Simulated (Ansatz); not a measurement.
Band structure of InN (P6_3mc, 8 atoms in the cell).

```
CELL_PARAMETERS angstrom
      3.53954     0.00000     0.00000
     -1.76977     3.06533     0.00000
      0.00000     0.00000    11.58756
ATOMIC_POSITIONS crystal
  In 0.00000 0.00000 0.00000
  In 0.00000 0.00000 0.50000
  In 0.66667 0.33333 0.75018
  In 0.33333 0.66667 0.25018
  N  0.00000 0.00000 0.81216
  N  0.00000 0.00000 0.31216
  N  0.66667 0.33333 0.56329
  N  0.33333 0.66667 0.06329
```

Method of the run: PBE, PAW files (plane waves; Ansatz, a program for electronic structure).

Settings: basis.ecutwfc = 420 eV; kpoints.mp_grid.grid = 6 6 2; hamiltonian.xc = pbe; hamiltonian.pseudopotentials = {kind: paw} (an earlier, softer set of the program's PAW files); scf.occupations.method = fermi_dirac; scf.occupations.width = 0.05 eV; kpoints.band_path.npoints = 10.

The starting cell was generated: these elements placed on a structure prototype, without a prior relaxation; it need not be a known phase or ordering of this composition. Its lattice was rescaled by a random factor within 2.5 % of one. The run gives no clean gap (levels at the Fermi energy touch, overlap or are partly filled at this smearing), which alone does not show that the compound is a metal.

Levels in eV from the Fermi level, bands 33 to 40:
| point | 33 | 34 | 35 | 36 | 37 | 38 | 39 | 40 |
|---|---|---|---|---|---|---|---|---|
| Γ | -0.45 | -0.42 | -0.09 | -0.04 | -0.04 | 2.07 | 2.29 | 2.91 |
| M | -1.61 | -1.58 | -1.12 | -0.87 | 2.96 | 3.00 | 4.11 | 4.40 |
| K | -2.40 | -1.79 | -1.79 | -1.34 | 5.01 | 5.13 | 5.13 | 5.43 |
| A | -0.17 | -0.17 | -0.17 | -0.17 | 1.10 | 1.10 | 2.77 | 2.77 |
| L | -1.57 | -1.57 | -1.10 | -1.10 | 3.49 | 3.49 | 3.70 | 3.70 |
| H | -1.86 | -1.86 | -1.62 | -1.62 | 4.83 | 4.83 | 5.37 | 5.37 |

Bands cross the Fermi level along this path, so the cell is metallic at this level.

Keys are those of Ansatz 0.2.
